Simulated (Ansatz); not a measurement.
# Si12O23: the cost of one run

Computed with Ansatz 0.2.0 (DFT, PBE, plane-wave PAW, default files, scalar-relativistic, as far as a step names no other, unless a step's input says otherwise).

## 1. Starting point

It takes space group Cm (No. 8, monoclinic). The conventional cell has a = 12.611 Å, b = 12.611 Å, c = 8.917 Å, α = 90.00°, β = 90.00°, γ = 90.00°. Si (site symmetry 1) has 4 O at 1.61 Å as nearest neighbours. Around Si (site symmetry 1) lie 3 O at 1.61 Å. O (site symmetry m) is surrounded by 2 Si at 1.61 Å. Around O (site symmetry 1) lie 2 Si at 1.61 Å. Only part of the 19 independent sites is listed.

As a file:

```cif
data_structure
_symmetry_space_group_name_H-M 'P 1'
_symmetry_Int_Tables_number 1
_cell_length_a 8.9170
_cell_length_b 8.9170
_cell_length_c 8.9170
_cell_angle_alpha 90.000
_cell_angle_beta 90.000
_cell_angle_gamma 90.000
_cell_volume 709.01
loop_
_atom_site_label
_atom_site_type_symbol
_atom_site_fract_x
_atom_site_fract_y
_atom_site_fract_z
_atom_site_occupancy
Si1 Si 0.25000 0.00000 0.50000 1
Si2 Si 0.75000 0.50000 0.00000 1
Si3 Si 0.00000 0.25000 0.50000 1
Si4 Si 0.50000 0.75000 0.00000 1
Si5 Si 0.50000 0.00000 0.25000 1
Si6 Si 0.00000 0.50000 0.75000 1
Si7 Si 0.50000 0.25000 0.00000 1
Si8 Si 0.00000 0.75000 0.50000 1
Si9 Si 0.25000 0.50000 0.00000 1
Si10 Si 0.75000 0.00000 0.50000 1
Si11 Si 0.00000 0.50000 0.25000 1
Si12 Si 0.50000 0.00000 0.75000 1
O1 O 0.35286 0.64714 0.01550 1
O2 O 0.48450 0.14714 0.14714 1
O3 O 0.98450 0.64714 0.64714 1
O4 O 0.85286 0.51550 0.14714 1
O5 O 0.35286 0.01550 0.64714 1
O6 O 0.14714 0.85286 0.51550 1
O7 O 0.64714 0.35286 0.01550 1
O8 O 0.51550 0.85286 0.14714 1
O9 O 0.01550 0.35286 0.64714 1
O10 O 0.14714 0.48450 0.14714 1
O11 O 0.64714 0.98450 0.64714 1
O12 O 0.14714 0.14714 0.48450 1
O13 O 0.64714 0.64714 0.98450 1
O14 O 0.51550 0.14714 0.85286 1
O15 O 0.01550 0.64714 0.35286 1
O16 O 0.14714 0.51550 0.85286 1
O17 O 0.64714 0.01550 0.35286 1
O18 O 0.35286 0.35286 0.98450 1
O19 O 0.85286 0.85286 0.48450 1
O20 O 0.98450 0.35286 0.35286 1
O21 O 0.48450 0.85286 0.85286 1
O22 O 0.35286 0.98450 0.35286 1
O23 O 0.85286 0.48450 0.85286 1
```

The vacant site is at (0.853, 0.147, 0.516) in fractional coordinates of the input's cell.

## 2. Single point at the given positions

input.yaml reads:

```yaml
crystal:
  lattice:
    - [8.91698266, 0.0, 0.0]
    - [0.0, 8.91698266, 0.0]
    - [0.0, 0.0, 8.91698266]
  atoms:
    - { symbol: Si, position: [0.25, 0.0, 0.5] }
    - { symbol: Si, position: [0.75, 0.5, 0.0] }
    - { symbol: Si, position: [0.0, 0.25, 0.5] }
    - { symbol: Si, position: [0.5, 0.75, 0.0] }
    - { symbol: Si, position: [0.5, 0.0, 0.25] }
    - { symbol: Si, position: [0.0, 0.5, 0.75] }
    - { symbol: Si, position: [0.5, 0.25, 0.0] }
    - { symbol: Si, position: [0.0, 0.75, 0.5] }
    - { symbol: Si, position: [0.25, 0.5, 0.0] }
    - { symbol: Si, position: [0.75, 0.0, 0.5] }
    - { symbol: Si, position: [0.0, 0.5, 0.25] }
    - { symbol: Si, position: [0.5, 0.0, 0.75] }
    - { symbol: O, position: [0.35285604, 0.64714396, 0.01550144] }
    - { symbol: O, position: [0.48449856, 0.14714396, 0.14714396] }
    - { symbol: O, position: [0.98449856, 0.64714396, 0.64714396] }
    - { symbol: O, position: [0.85285604, 0.51550144, 0.14714396] }
    - { symbol: O, position: [0.35285604, 0.01550144, 0.64714396] }
    - { symbol: O, position: [0.14714396, 0.85285604, 0.51550144] }
    - { symbol: O, position: [0.64714396, 0.35285604, 0.01550144] }
    - { symbol: O, position: [0.51550144, 0.85285604, 0.14714396] }
    - { symbol: O, position: [0.01550144, 0.35285604, 0.64714396] }
    - { symbol: O, position: [0.14714396, 0.48449856, 0.14714396] }
    - { symbol: O, position: [0.64714396, 0.98449856, 0.64714396] }
    - { symbol: O, position: [0.14714396, 0.14714396, 0.48449856] }
    - { symbol: O, position: [0.64714396, 0.64714396, 0.98449856] }
    - { symbol: O, position: [0.51550144, 0.14714396, 0.85285604] }
    - { symbol: O, position: [0.01550144, 0.64714396, 0.35285604] }
    - { symbol: O, position: [0.14714396, 0.51550144, 0.85285604] }
    - { symbol: O, position: [0.64714396, 0.01550144, 0.35285604] }
    - { symbol: O, position: [0.35285604, 0.35285604, 0.98449856] }
    - { symbol: O, position: [0.85285604, 0.85285604, 0.48449856] }
    - { symbol: O, position: [0.98449856, 0.35285604, 0.35285604] }
    - { symbol: O, position: [0.48449856, 0.85285604, 0.85285604] }
    - { symbol: O, position: [0.35285604, 0.98449856, 0.35285604] }
    - { symbol: O, position: [0.85285604, 0.48449856, 0.85285604] }
total_charge: 2
kpoints:
  mp_grid: { grid: [2, 2, 2] }
scf:
  occupations: { method: fermi_dirac, width: 0.01 }
hamiltonian:
  xc: pbe
  pseudopotentials: { kind: paw }
output:
  forces: true
  stress: true
  populations: true
  efg: { quadrupole_moments_barn: { O: -0.02558 }, contact_densities: true }
  write_density: true
  write_potential: true
  elf: true
  volumetric_format: npy
```

On the command line:

```sh
> ansatz run input.yaml --threads 1 --pin off --max-ram 3072MiB --backend cpu --events-out ev --progress --plain --runs-dir out
```

Q: Estimate wall time and peak memory on 1 thread of Arm Neoverse V1, shared host.

About 81 s, with a peak of 1.1 GiB.
